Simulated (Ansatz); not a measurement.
# CuO, space group C2/c: Fermi-surface readings

Computed with Ansatz's Python interface.

The cells in order, each with its output:

```python
import warnings

import ansatz as az

MESH = (8, 8, 4)
SMEARING = "gaussian"
SIGMA = 0.15
```

```python
warnings.simplefilter("ignore", az.DeckWarning)
```

```python
cuo = (
    az.Lattice.of((2.34185, -1.7113, 0.0), (2.34185, 1.7113, 0.0), (-0.85002743, 0.0, 5.05786939))
    .atom("Cu", (0.0, 0.5, 0.0))
    .atom("Cu", (0.5, 0.0, 0.5))
    .atom("O", (0.5816, 0.4184, 0.25))
    .atom("O", (0.4184, 0.5816, 0.75))
)

len(cuo.resolved().sites)
```

    4

```python
setup = cuo.calculation()
setup = setup.kpoints(mesh=MESH)
setup = setup.occupations(SMEARING, width=SIGMA)
setup = setup.eigenstates(nscf_kmesh=(12, 12, 6), level_slopes=True)
surface = setup.run(threads=1).fermi_surface().to_plain()
for way, reading in surface.items():
    if reading:
        rho_lambda = [f"{v:.3e}" for v in reading["resistivity_times_mean_free_path_ohm_m2"]]
        print(f"{way:24s} area {reading['spin_summed_area_per_ang2']:8.3f} 1/A^2  rho*lambda (ohm m^2) {rho_lambda}")
```

    by_tetrahedra            area   22.696 1/A^2  rho*lambda (ohm m^2) ['1.385e-15', '1.955e-15', '1.124e-15']
    by_slopes                area   25.997 1/A^2  rho*lambda (ohm m^2) ['1.358e-15', '2.764e-15', '1.295e-15']
    on_every_second_point    area   10.249 1/A^2  rho*lambda (ohm m^2) ['3.719e-15', '3.966e-15', '2.081e-15']

What to keep in mind:
- No spin polarisation was allowed.
- For a metal this k-point mesh is coarse: on a finer one energies can move by several to tens of meV an atom and pressures by half a GPa or more, differences at one mesh by less.
- Without a Hubbard U or exact exchange, semilocal functionals often make such 3d compounds metallic or too weakly gapped.
- No functional is typed, so the default, PBE, holds.
- The structure is a deposited one; some such entries were measured under pressure or heat, so a shift against it needn't be the functional's error alone.
- The three readings differ by the mesh error.
- The whole script took 8.6 s on 1 thread of Intel(R) Xeon(R) 6975P-C (Granite Rapids), with other jobs on the host, peak memory 0.45 GiB.

(Lines on the test bed's own set-up are left out of the output.)
